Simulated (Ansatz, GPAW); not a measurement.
Given: the input of a run of GPAW 26.7.0 (ASE script) on Hf (Hafnium). 

File run.py:

```python
from ase.dft.bandgap import bandgap
from ase.io import read, write
from ase.units import GPa
from gpaw import GPAW, PW

atoms = read('Hf.xyz')

calc = GPAW(mode=PW(600),
            xc='PBE',
            kpts={'size': (10, 10, 5), 'gamma': True},
            occupations={'name': 'methfessel-paxton', 'order': 0, 'width': 0.02},
            nbands=24,
            convergence={'density': 1e-05, 'energy': 1e-05},
            maxiter=150,
            txt='gpaw.txt')
atoms.calc = calc
energy = atoms.get_potential_energy()
forces = atoms.get_forces()
stress = atoms.get_stress()
calc.write('gs.gpw')
write('result.traj', atoms)
print(f'Energy: {energy:.6f} eV')
print('Forces (eV/A):')
print(forces.round(4))
print('Stress (GPa):', (stress / GPa).round(3))
print('Fermi level:', round(calc.get_fermi_level(), 4), 'eV')
print(f'Gap: {bandgap(calc)[0]:.4f} eV, direct: {bandgap(calc, direct=True)[0]:.4f} eV')
```

Contents of Hf.xyz:

```xyz
2
Lattice="3.1967000000 0.0000000000 0.0000000000 -1.5983500000 2.7684234083 0.0000000000 0.0000000000 0.0000000000 5.0578000000" Properties=species:S:1:pos:R:3 pbc="T T T"
Hf     1.5983500002      0.9228078027      3.7933500000
Hf    -0.0000000002      1.8456156056      1.2644500000
```

Potentials or basis: GPAW PAW data sets (gpaw-data 1.2.1), pw.

Command:

```console
$ OMP_NUM_THREADS=1 python run.py
```

Problem. Translate it to Ansatz 0.2.0. Potentials or basis there: all-electron LAPW, scalar-relativistic.

Solution. As run (cutoffs and basis follow the program's own potentials, and thresholds, step limits or extra output files can differ):

Contents of input.yaml:

```yaml
crystal:
  lattice:
    - [3.1967, 0.0, 0.0]
    - [-1.59835, 2.7684234083, 0.0]
    - [0.0, 0.0, 5.0578]
  atoms:
    - { symbol: Hf, position: [0.6666666667, 0.3333333333, 0.75] }
    - { symbol: Hf, position: [0.3333333333, 0.6666666667, 0.25] }
kpoints:
  mp_grid: { grid: [10, 10, 5] }
scf:
  occupations: { method: gaussian, width: 0.02 }
hamiltonian:
  xc: pbe
  pseudopotentials: { kind: all_electron, lapw: { basis_error: 0.001 } }
output:
  forces: true
  stress: true
  eigenvalues: true
```

Potentials or basis: all-electron LAPW, scalar-relativistic.

The run is started by

```sh
$ ansatz run input.yaml --threads 1 --pin off --max-ram 3072MiB --backend cpu --events-out ev --progress --plain --runs-dir out
```

Both were run:

|  | GPAW | Ansatz |
| --- | --- | --- |
| Pressure | 0.9 GPa | 0.6 GPa |

Where Ansatz's input types no cutoff or centring, it takes its own default and a Γ-centred mesh.

Pressure is positive in compression.
